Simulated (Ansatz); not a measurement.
Runs of Ansatz 0.2.0 on Fe. Symmetry: Im-3m, No. 229, cubic system. The conventional cell has a = 2.886 Å, b = 2.886 Å, c = 2.886 Å, α = 90.00°, β = 90.00°, γ = 90.00°. Around Fe (site symmetry m-3m) lie 8 Fe at 2.50 Å. 

```csv
task,level,potentials or basis,spin,U,cell,cutoff (eV),smearing,driver,hubbard projectors,double counting,points for each segment of the path,eos,other keys,gap on the mesh (eV),pressure (GPa),moment (μB)
density of states,LDA+U,Ansatz PAW,"collinear, random start",Fe d U = 2 eV,volume scaled by 0.88,420,fermi-dirac 0.05 eV,chain,atomic,fll,-,-,-,none,6.2,2.41
density of states,LDA+U,Ansatz PAW,"collinear, random start",Fe d U = 2 eV,volume scaled by 0.88,420,fermi-dirac 0.05 eV,-,atomic,fll,-,-,-,none,6.2,2.41
band structure,PBEsol,Ansatz PAW,"collinear, program default start",-,as given,420,gaussian 0.1 eV,chain,-,-,14,-,-,none,-17.9,2.26
relaxation of cell and atoms,PBE+D3(BJ)+ATM+U,Ansatz PAW,"collinear, ferromagnetic start",Fe d U = 3 eV,relaxed,420,methfessel-paxton 0.01 eV,calculator,ortho-atomic,fll (the default),-,-,-,-,0.2,2.67
single point,PBE+D4+U,Ansatz PAW accurate,"collinear, ferromagnetic start",Fe d U = 3 eV,as given,950,fermi-dirac 0.15 eV,chain,all-electron-ortho-atomic,fll (the default),-,-,-,none,1.3,(a)
atomic charges,LDA+U,Ansatz PAW polarizable,"collinear, ferromagnetic start",Fe d U = 4.5 eV,as given,420,cold 0.15 eV,chain,all-electron-atomic,amf,-,-,basis.ecutrho_ratio = 9,none,(b),1.57
```

Alike in all rows: k mesh 13 × 13 × 13.

Task: Fill in the values left out.

Result: (a) 2.70; (b) -16.8.

Caveats: the magnetic or orbital state may not be the lowest (some runs); the U is typed as a test and isn't derived for this compound (some runs); the PAW data sets come from PBE, with cores solved anew for the run's functional, which leaves a small shift of forces and pressure (some runs); so large a pressure means that the cell lies far from this level's equilibrium, or that cutoff or potentials fall short (some runs); the relaxation stopped at its first step, so nothing moved (some runs); the thresholds are loose for stress (some runs); pairwise dispersion overbinds metals, which lowers pressure and volume (some runs).

A gap of «none» marks a metal or a gap under the smearing width.
